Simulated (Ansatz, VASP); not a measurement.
Al in VASP and in Ansatz

```xyz
1
Lattice="0.0000 1.9921 1.9921 1.9921 0.0000 1.9921 1.9921 1.9921 0.0000" Properties=species:S:1:pos:R:3 pbc="T T T"
Al    0.0000    0.0000    0.0000
```

Alike in both runs: functional LDA; k mesh 18 × 18 × 18; occupations gaussian, width 0.1 eV; no spin polarisation.

Ansatz relaxed the structure, and its values are those at the end. VASP's run is a single point on that final structure, the one shown.

|  | VASP | Ansatz |
| --- | --- | --- |
| version | VASP 6.6.1 | Ansatz 0.2.0 |
| potentials or method | VASP PAW LDA potentials, release 64 (Al) | scalar-relativistic, plane waves, PAW |
| plane-wave cutoff (eV) | 520 | 420 |
| valence electrons in the cell | 3 | 3 |

|  | VASP | Ansatz | Ansatz less VASP |
| --- | --- | --- | --- |
| gap on the k mesh at the Fermi level (eV) | none | none | - |
| pressure (GPa) | 0.0 | 0.0 | -0.09 |

A gap of «none» marks a metal or a gap that the smearing closes. Ansatz warned: «pseudo_functional_mismatch».
